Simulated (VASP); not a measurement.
# W (Im-3m) in VASP: further runs, part 2 of 2

VASP 6.6.1. The steps go on from the part before.

## (5) Single point, PBE

File INCAR:

```
SYSTEM = W
ADDGRID = .False. ; ALGO = Normal
EDIFF = 1E-7 ; ENCUT = 520
GGA = PE ; ISIF = 2
ISMEAR = 1 ; LASPH = .True.
LCHARG = .False. ; LREAL = .False.
LWAVE = .False. ; NELM = 100
PREC = Accurate ; SIGMA = 0.1
```

File KPOINTS:

```
k-points
0
Gamma
  13 13 13
  0 0 0
```

File POSCAR:

```
W
1.0
   -1.5823450000      1.5823450000      1.5823450000
    1.5823450000     -1.5823450000      1.5823450000
    1.5823450000      1.5823450000     -1.5823450000
W
1
Direct
    0.0000000000      0.0000000000      0.0000000000
```

Potentials or basis: VASP PAW PBE potentials, release 64 (W).

Started as:

```bash
cat potpaw_PBE.64/W/POTCAR > POTCAR
mpirun -np 1 vasp_std > vasp.out
```

OUTCAR:

```text
SYSTEM = W
   EDIFF = 1E-7
   ENCUT = 520
   GGA = PE
   ISIF = 2
   ISMEAR = 1
   LASPH = .True.
   LREAL = .False.
   NELM = 100
   PREC = Accurate

 Found     84 irreducible k-points:

 Following reciprocal coordinates:
            Coordinates               Weight
  0.000000  0.000000  0.000000      1.000000
  0.076923  0.000000  0.000000     12.000000
  0.153846  0.000000  0.000000     12.000000
  0.230769  0.000000  0.000000     12.000000
  0.307692  0.000000  0.000000     12.000000
  0.384615  0.000000  0.000000     12.000000
   k-points           NKPTS =     84   k-points in BZ     NKDIM =     84   number of bands    NBANDS=      7
   number of dos      NEDOS =    301   number of ions     NIONS =      1
   total plane-waves  NPLWV =   8000
   dimension x,y,z NGX =    20 NGY =   20 NGZ =   20
   dimension x,y,z NGXF=    40 NGYF=   40 NGZF=   40
   ions per type =               1
   NGX,Y,Z   is equivalent  to a cutoff of  12.13, 12.13, 12.13 a.u.
   NGXF,Y,Z  is equivalent  to a cutoff of  24.26, 24.26, 24.26 a.u.
 SYSTEM =  W
   PREC   = accura    normal or accurate (medium, high low for compatibility)
   ISTART =      0    job   : 0-new  1-cont  2-samecut
   ICHARG =      2    charge: 1-file 2-atom 10-const
   ISPIN  =      1    spin polarized calculation?
   LNONCOLLINEAR =      F non collinear calculations
   LSORBIT =      F    spin-orbit coupling
   LASPH  =      T    aspherical Exc in radial PAW
[... 59 lines left out ...]
  band No.  band energies     occupation
      1      -1.7965      2.00000
      2       6.5753      2.00000
      3       6.5753      2.00000
      4       6.5753      2.00000
      5      10.0525      0.00000
      6      10.0525      0.00000
      7      23.0475      0.00000
[... 41 lines left out ...]
 k-point     6 :       0.3846    0.0000    0.0000
  band No.  band energies     occupation
      1       1.5648      2.00000
      2       4.4881      2.00000
      3       7.0744      2.00000
      4       9.9886      0.00000
      5      10.6902      0.00000
      6      12.3942      0.00000
      7      20.6185      0.00000

 [... further k-points ...]

------------------------ aborting loop because EDIFF is reached ----------------------------------------

  FORCE on cell =-STRESS in cart. coord.  units (eV):
  Direction    XX          YY          ZZ          XY          YZ          ZX
  --------------------------------------------------------------------------------------
  -------------------------------------------------------------------------------------
  Total        0.1753631      0.1753631      0.1753631      0.0000000     -0.0000000      0.0000000
  in kB       17.7290465     17.7290465     17.7290465      0.0000000     -0.0000000      0.0000000
  external PRESSURE =      17.7290465 kB  Pullay stress =       0.0000000 kB

 VOLUME and BASIS-vectors are now :
 -----------------------------------------------------------------------------
  energy-cutoff  :      520.00
  volume of cell :       15.85
      direct lattice vectors                 reciprocal lattice vectors
    -1.582345000  1.582345000  1.582345000     0.000000000  0.315986716  0.315986716
     1.582345000 -1.582345000  1.582345000     0.315986716  0.000000000  0.315986716
     1.582345000  1.582345000 -1.582345000     0.315986716  0.315986716  0.000000000

 POSITION                                       TOTAL-FORCE (eV/Angst)
 -----------------------------------------------------------------------------------
      0.00000      0.00000      0.00000         0.000000      0.000000      0.000000
 -----------------------------------------------------------------------------------
    total drift:                               -0.000000     -0.000000     -0.000000

  FREE ENERGIE OF THE ION-ELECTRON SYSTEM (eV)
  ---------------------------------------------------
  free  energy   TOTEN  =       -13.0349533373 eV

  energy  without entropy=      -13.0350297092  energy(sigma->0) =      -13.03497879
```

OSZICAR:

```text
N       E                     dE             d eps       ncg     rms          rms(c)
DAV:   1     0.880543768701E+01    0.88054E+01   -0.29834E+03  1176   0.738E+02
DAV:   2    -0.134149679137E+02   -0.22220E+02   -0.21752E+02  1561   0.157E+02
DAV:   3    -0.137037048962E+02   -0.28874E+00   -0.28788E+00  1407   0.156E+01
DAV:   4    -0.137044274021E+02   -0.72251E-03   -0.72250E-03  1806   0.797E-01
DAV:   5    -0.137044283535E+02   -0.95133E-06   -0.95113E-06  1428   0.154E-02    0.204E+01
DAV:   6    -0.132250526634E+02    0.47938E+00   -0.38506E-01  1400   0.493E+00    0.102E+01
DAV:   7    -0.130366000028E+02    0.18845E+00   -0.46457E-01  1498   0.528E+00    0.368E-01
DAV:   8    -0.130350615905E+02    0.15384E-02   -0.17825E-03  1239   0.360E-01    0.141E-01
DAV:   9    -0.130349539420E+02    0.10765E-03   -0.18993E-04  1736   0.891E-02    0.136E-02
DAV:  10    -0.130349538213E+02    0.12068E-06   -0.24046E-06  1393   0.173E-02    0.383E-03
DAV:  11    -0.130349533046E+02    0.51668E-06   -0.77029E-08  1246   0.187E-03    0.703E-04
DAV:  12    -0.130349533373E+02   -0.32693E-07   -0.85927E-09   756   0.780E-04
   1 F= -.13034953E+02 E0= -.13034979E+02  d E =0.763719E-04
```

It took 4.8 s on 1 thread of AMD EPYC 9R45 (Zen 5), shared host; peak memory 0.1 GiB.

The run converged, but some of its settings lie outside the range that counts as converged, so its numbers aren't taken as properties of the crystal.

Results:

```yaml
Free_energy: -13.0350 eV
Pressure: 1.8 GPa
Band_gap_on_the_k_mesh: none (metal or under the smearing width)
```

## (6) Single point, PBE

INCAR is that of step 5.

File KPOINTS:

```
k-points
0
Gamma
  15 15 15
  0 0 0
```

POSCAR is that of step 5.

Potentials or basis: VASP PAW PBE potentials, release 64 (W).

Started as:

```bash
cat potpaw_PBE.64/W/POTCAR > POTCAR
mpirun -np 1 vasp_std > vasp.out
```

It took 6.4 s on 1 thread of AMD EPYC 9R45 (Zen 5), shared host; peak memory 0.1 GiB.

The run converged, but some of its settings lie outside the range that counts as converged, so its numbers aren't taken as properties of the crystal.

What came out:

* Free energy: -13.0194 eV
* Pressure: 2.3 GPa
* Band gap on the k mesh: none (metal or under the smearing width)

## (7) For comparison

An earlier run on the cell as given: functional PBE; potentials or basis VASP PAW PBE potentials, release 64 (W_sv); cutoff 520 eV; k mesh 12 × 12 × 12; occupations fermi-dirac, width 0.05 eV; no spin polarisation.

* Pressure: 6.4 GPa
* Band gap on the k mesh: none (metal or under the smearing width)

## (8) The runs side by side

```csv
task,level,potentials or basis,spin,cell,k mesh,cutoff (eV),smearing,gap on the mesh (eV),pressure (GPa)
relaxation of cell and atoms,BLYP+D4,"VASP PAW PBE potentials, release 64 (W_sv)",off,relaxed,12 × 12 × 12,600,fermi-dirac 0.05 eV,none,0.0
relaxation of the atoms,rev-vdW-DF2,"VASP PAW PBE potentials, release 64 (W_sv)","SOC, no magnetisation",atoms relaxed from: cell strained at random at fixed volume,9 × 9 × 9,520,gaussian 0.01 eV,-,3.2
single point,PBE,"VASP PAW PBE potentials, release 64 (W)",off,as given,18 × 18 × 18,900,methfessel-paxton 0.1 eV,none,2.2
single point,PBE,"VASP PAW PBE potentials, release 64 (W_sv)",off,as given,12 × 12 × 12,520,fermi-dirac 0.05 eV,none,6.4
```

Caveats: the PAW data sets were made with another functional, which shifts forces and pressure a little (some runs); pairwise dispersion overbinds metals, which lowers pressure and volume (some runs); the relaxation stopped at its first step, so nothing moved (some runs).

Total energies depend on the potentials used, so only differences within one code and one set of settings carry meaning.
